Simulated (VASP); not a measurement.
# BP (F-43m) in VASP: further runs, part 3 of 3

VASP 6.6.1. The steps go on from the part before.

## 5. G0W0 quasiparticle levels, PBE

POSCAR reads:

```
BP
1.0
    0.0000000000      2.2690000000      2.2690000000
    2.2690000000      0.0000000000      2.2690000000
    2.2690000000      2.2690000000      0.0000000000
P B
1 1
Direct
    0.7500000000      0.7500000000      0.7500000000
    0.0000000000      0.0000000000      0.0000000000
```

INCAR.step1 reads:

```
SYSTEM = BP
PREC = Accurate
ENCUT = 450
EDIFF = 1E-8
ISMEAR = 0
SIGMA = 0.01
LREAL = .FALSE.
LASPH = .TRUE.
NELM = 80
ALGO = Normal
LWAVE = .TRUE.
LCHARG = .FALSE.
GGA = PE
```

INCAR.step2 reads:

```
SYSTEM = BP
PREC = Accurate
ENCUT = 450
EDIFF = 1E-8
ISMEAR = 0
SIGMA = 0.01
LREAL = .FALSE.
LASPH = .TRUE.
NELM = 1
ALGO = Exact
LWAVE = .TRUE.
LCHARG = .FALSE.
GGA = PE
NBANDS = 97
LOPTICS = .TRUE.
ISTART = 1
```

INCAR.step3 reads:

```
SYSTEM = BP
PREC = Accurate
ENCUT = 450
EDIFF = 1E-8
ISMEAR = 0
SIGMA = 0.01
LREAL = .FALSE.
LASPH = .TRUE.
ALGO = EVGW0
LWAVE = .FALSE.
LCHARG = .FALSE.
GGA = PE
NELMGW = 1
NBANDS = 97
ENCUTGW = 200
NOMEGA = 48
PRECFOCK = Fast
ISTART = 1
NBANDSGW = 12
```

KPOINTS reads:

```
Automatic mesh
0
G
  4 4 4
  0 0 0
```

Potentials or basis: VASP PAW PBE potentials, release 64 (P_GW, B_GW).

On the command line:

```console
> cat potpaw_PBE.64/P_GW/POTCAR potpaw_PBE.64/B_GW/POTCAR > POTCAR
> cp INCAR.step1 INCAR
> mpirun -np 1 vasp_std > vasp.out
> cp INCAR.step2 INCAR
> mpirun -np 1 vasp_std > vasp.out
> cp INCAR.step3 INCAR
> mpirun -np 1 vasp_std > vasp.out
```

OUTCAR:

```text
SYSTEM = BP
   PREC = Accurate
   ENCUT = 450
   EDIFF = 1E-8
   ISMEAR = 0
   LREAL = .FALSE.
   LASPH = .TRUE.
   GGA = PE
   NELMGW = 1
   ENCUTGW = 200
   PRECFOCK = Fast
   ISTART = 1

 Found      8 irreducible k-points:

 Following reciprocal coordinates:
[... 89 lines left out ...]
      2       7.1719       6.6075     -14.0321     -13.3137     -15.2440       0.7856       2.0000       0.0769
      3       7.1719       6.6075     -14.0321     -13.3137     -15.2440       0.7856       2.0000       0.0769
      4       7.1719       6.6075     -14.0321     -13.3137     -15.2440       0.7856       2.0000       0.0769
      5      10.5598      10.9075     -11.6279     -12.0717      -6.9508       0.7836       0.0000      -0.0764
      6      10.5598      10.9075     -11.6279     -12.0717      -6.9508       0.7836       0.0000      -0.0764
      7      10.5598      10.9075     -11.6279     -12.0717      -6.9508       0.7836       0.0000      -0.0764
      8      14.5483      14.8904     -12.3034     -12.7543      -6.0802       0.7589       0.0000      -0.1873
      9      18.6863      18.5792      -9.5568      -9.4201      -3.3031       0.7833       0.0000      -0.3565
     10      19.1720      19.6296     -11.1604     -11.7567      -4.9412       0.7673       0.0000      -0.2748
     11      19.1720      19.6296     -11.1604     -11.7567      -4.9412       0.7673       0.0000      -0.2748
     12      22.8335      22.9418      -9.7811      -9.9197      -2.7860       0.7812       0.0000      -0.7745
[... 68 lines left out ...]
      1      -5.4767      -6.2847     -13.4848     -12.3696     -19.6598       0.7245       2.0000       0.9607
      2       0.6964      -0.1018     -13.6598     -12.5772     -17.2421       0.7373       2.0000       0.2376
      3       1.9216       1.1706     -12.9818     -11.9899     -15.7222       0.7572       2.0000       0.1506
      4       5.2332       4.5809     -13.7737     -12.9324     -15.5545       0.7753       2.0000       0.0870
      5      11.0136      11.2838     -11.0254     -11.3697      -6.1033       0.7849       0.0000      -0.0886
      6      13.5287      13.9766     -11.6056     -12.1900      -5.8943       0.7663       0.0000      -0.1435
      7      14.6717      14.9762     -11.7961     -12.1921      -6.1617       0.7689       0.0000      -0.1553
      8      15.9295      16.3011     -11.4947     -11.9860      -5.1091       0.7563       0.0000      -0.2390
      9      17.0802      17.3626     -10.7112     -11.0743      -4.9038       0.7777       0.0000      -0.2346
     10      19.7991      20.1410     -11.2582     -11.7131      -4.1695       0.7516       0.0000      -0.4690
     11      24.6856      24.9945     -11.4026     -11.8171      -3.6351       0.7452       0.0000      -0.8214
     12      25.3605      25.5443     -10.4344     -10.6755      -3.0541       0.7624       0.0000      -0.8047

 [... further k-points ...]
```

OUTCAR.step1:

```text
SYSTEM = BP
   PREC = Accurate
   ENCUT = 450
   EDIFF = 1E-8
   ISMEAR = 0
   LREAL = .FALSE.
   LASPH = .TRUE.
[... 177 lines left out ...]
      3.40350      3.40350      3.40350         0.000000     -0.000000      0.000000
      0.00000      0.00000      0.00000        -0.000000      0.000000     -0.000000
 -----------------------------------------------------------------------------------
    total drift:                               -0.000000     -0.000000     -0.000000

  FREE ENERGIE OF THE ION-ELECTRON SYSTEM (eV)
  ---------------------------------------------------
  free  energy   TOTEN  =       -12.7462301811 eV

  energy  without entropy=      -12.7462301811  energy(sigma->0) =      -12.74623018
```

It took 54 s on 1 thread of Intel Xeon Platinum 8259CL at 2.50GHz (Skylake/Cascade Lake), shared host; peak memory 0.23 GiB.

These settings aren't checked as converged: the numbers below hold their error.

What came out:

```
Band gap on the k mesh, mean-field level : 1.32 eV, indirect (least direct gap 3.39 eV)
Quasiparticle gap                        : 1.98 eV
Least direct quasiparticle gap           : 4.30 eV
```

Caveat: the k mesh is coarse (spacing up to 0.60 Å⁻¹), so the values aren't converged; bands, screening cutoff and mesh are small and nothing is extrapolated, so the quasiparticle values aren't converged.

## 6. G0W0 quasiparticle levels, PBE

POSCAR is that of step 5.

INCAR.step1 is that of step 5.

Changes to INCAR.step2 since step 5:

```diff
@@ -13,3 +13,3 @@
 GGA = PE
-NBANDS = 97
+NBANDS = 16
 LOPTICS = .TRUE.
```

Changes to INCAR.step3 since step 5:

```diff
@@ -13,4 +13,4 @@
 NELMGW = 1
-NBANDS = 97
-ENCUTGW = 200
+NBANDS = 16
+ENCUTGW = 75
 NOMEGA = 48
```

KPOINTS reads:

```
Automatic mesh
0
G
  3 3 3
  0 0 0
```

Potentials or basis: VASP PAW PBE potentials, release 64 (P_GW, B_GW).

On the command line:

```console
> cat potpaw_PBE.64/P_GW/POTCAR potpaw_PBE.64/B_GW/POTCAR > POTCAR
> cp INCAR.step1 INCAR
> mpirun -np 1 vasp_std > vasp.out
> cp INCAR.step2 INCAR
> mpirun -np 1 vasp_std > vasp.out
> cp INCAR.step3 INCAR
> mpirun -np 1 vasp_std > vasp.out
```

OUTCAR:

```text
SYSTEM = BP
   PREC = Accurate
   ENCUT = 450
   EDIFF = 1E-8
   ISMEAR = 0
   LREAL = .FALSE.
   LASPH = .TRUE.
   GGA = PE
   NELMGW = 1
   ENCUTGW = 75
   PRECFOCK = Fast
   ISTART = 1

 Found      4 irreducible k-points:

 Following reciprocal coordinates:
            Coordinates               Weight
  0.000000  0.000000  0.000000      1.000000
  0.333333  0.000000  0.000000      8.000000
  0.333333  0.333333  0.000000      6.000000
 -0.333333  0.333333  0.000000     12.000000
   k-points           NKPTS =      4   k-points in BZ     NKDIM =     27   number of bands    NBANDS=     16
   number of dos      NEDOS =    301   number of ions     NIONS =      2
   total plane-waves  NPLWV =  13824
   dimension x,y,z NGX =    24 NGY =   24 NGZ =   24
   dimension x,y,z NGXF=    48 NGYF=   48 NGZF=   48
   ions per type =               1   1
   NGX,Y,Z   is equivalent  to a cutoff of  12.43, 12.43, 12.43 a.u.
   NGXF,Y,Z  is equivalent  to a cutoff of  24.87, 24.87, 24.87 a.u.
 SYSTEM =  BP
[... 55 lines left out ...]
 non-spin polarized calculation
 Gauss-broadening in eV      SIGMA  =   0.01
  energy-cutoff  :      450.00
  volume of cell :       23.36
 maximum number of plane-waves:       531
 NGX is ok and might be reduce to    24
  NGX = 14; NGY = 14; NGZ = 14
   NGX = 11   NGY = 11   NGZ = 11
 maximum number of plane-waves:        39
 NGX is ok and might be reduce to    10

 QP shifts <psi_nk| G(iteration)W_0 |psi_nk>: iteration 1
 for sc-GW calculations column KS-energies equals QP-energies in previous step
 and V_xc(KS)=  KS-energies - (<T + V_ion + V_H > + <T+V_H+V_ion>^1  + <V_x>^1)

 k-point   1 :       0.0000    0.0000    0.0000
  band No.  KS-energies  QP-energies   sigma(KS)   V_xc(KS)     V^pw_x(r,r')   Z            occupation Imag(sigma)

      1      -8.2562      -8.5276     -12.4149     -12.0443     -20.4104       0.7324       2.0000       1.6086
      2       7.2423       7.6154     -12.8624     -13.3323     -15.6940       0.7940       2.0000       0.0834
      3       7.2423       7.6154     -12.8624     -13.3323     -15.6940       0.7940       2.0000       0.0834
      4       7.2423       7.6154     -12.8624     -13.3323     -15.6940       0.7940       2.0000       0.0834
      5      10.5996      11.7706     -10.5727     -12.0587      -6.6990       0.7880       0.0000      -0.1036
      6      10.5996      11.7706     -10.5727     -12.0587      -6.6990       0.7880       0.0000      -0.1036
      7      10.5996      11.7706     -10.5727     -12.0587      -6.6990       0.7880       0.0000      -0.1036
      8      14.6211      15.8912     -11.1107     -12.7388      -5.8616       0.7801       0.0000      -0.2635
      9      18.7364      19.4808      -8.4100      -9.3455      -3.2088       0.7957       0.0000      -0.4246
     10      19.2001      20.8617      -9.6241     -11.7529      -4.8887       0.7805       0.0000      -0.2783
     11      19.2001      20.8617      -9.6241     -11.7529      -4.8887       0.7805       0.0000      -0.2783
     12      22.8563      24.1363      -8.2717      -9.8669      -2.7229       0.8024       0.0000      -0.8031
[... 36 lines left out ...]
      1      -3.8247      -3.9501     -12.8824     -12.7142     -19.3027       0.7457       2.0000       0.7845
      2      -0.6121      -0.7928     -12.7529     -12.5124     -17.8964       0.7514       2.0000       0.4331
      3       0.8718       0.7480     -11.7927     -11.6314     -15.7545       0.7674       2.0000       0.2420
      4       4.1665       4.2816     -12.5469     -12.6946     -16.0028       0.7792       2.0000       0.1278
      5       9.8351      10.7489      -9.7685     -10.9091      -5.8143       0.8011       0.0000      -0.0983
      6      15.4335      16.7031      -9.9776     -11.5956      -5.2861       0.7846       0.0000      -0.2314
      7      15.7422      17.2632     -10.3954     -12.3392      -5.3371       0.7825       0.0000      -0.2995
      8      16.9753      18.4130     -10.6191     -12.4877      -5.3046       0.7694       0.0000      -0.3406
      9      17.6280      19.0746     -10.2790     -12.1376      -5.1107       0.7783       0.0000      -0.3356
     10      18.8698      20.3429      -9.5284     -11.3649      -4.7725       0.8021       0.0000      -0.3615
     11      25.9044      27.6350      -9.8143     -12.0791      -3.4867       0.7641       0.0000      -0.9487
     12      27.2862      28.7881      -8.2630     -10.1504      -2.6179       0.7957       0.0000      -1.0001
```

OUTCAR.step1:

```text
SYSTEM = BP
   PREC = Accurate
   ENCUT = 450
   EDIFF = 1E-8
   ISMEAR = 0
   LREAL = .FALSE.
   LASPH = .TRUE.
[... 151 lines left out ...]
      3.40350      3.40350      3.40350        -0.000000     -0.000000      0.000000
      0.00000      0.00000      0.00000         0.000000      0.000000     -0.000000
 -----------------------------------------------------------------------------------
    total drift:                               -0.000000     -0.000000     -0.000000

  FREE ENERGIE OF THE ION-ELECTRON SYSTEM (eV)
  ---------------------------------------------------
  free  energy   TOTEN  =       -12.2920936089 eV

  energy  without entropy=      -12.2920936089  energy(sigma->0) =      -12.29209361
```

It took 13 s on 1 thread of Intel Xeon Platinum 8259CL at 2.50GHz (Skylake/Cascade Lake), shared host; peak memory 0.16 GiB.

The run converged, but some of its settings lie outside the range that counts as converged, so its numbers aren't taken as properties of the crystal.

What came out:

```yaml
Band_gap_on_the_k_mesh_mean-field_level: 1.34 eV, indirect (least direct gap 3.36 eV)
Quasiparticle_gap: 1.83 eV
Least_direct_quasiparticle_gap: 4.16 eV
```

Caveat: the k mesh is coarse (spacing up to 0.80 Å⁻¹), so the values aren't converged; bands, screening cutoff and mesh are small and nothing is extrapolated, so the quasiparticle values aren't converged; an odd mesh through Γ misses points on the zone boundary, where band edges often lie.
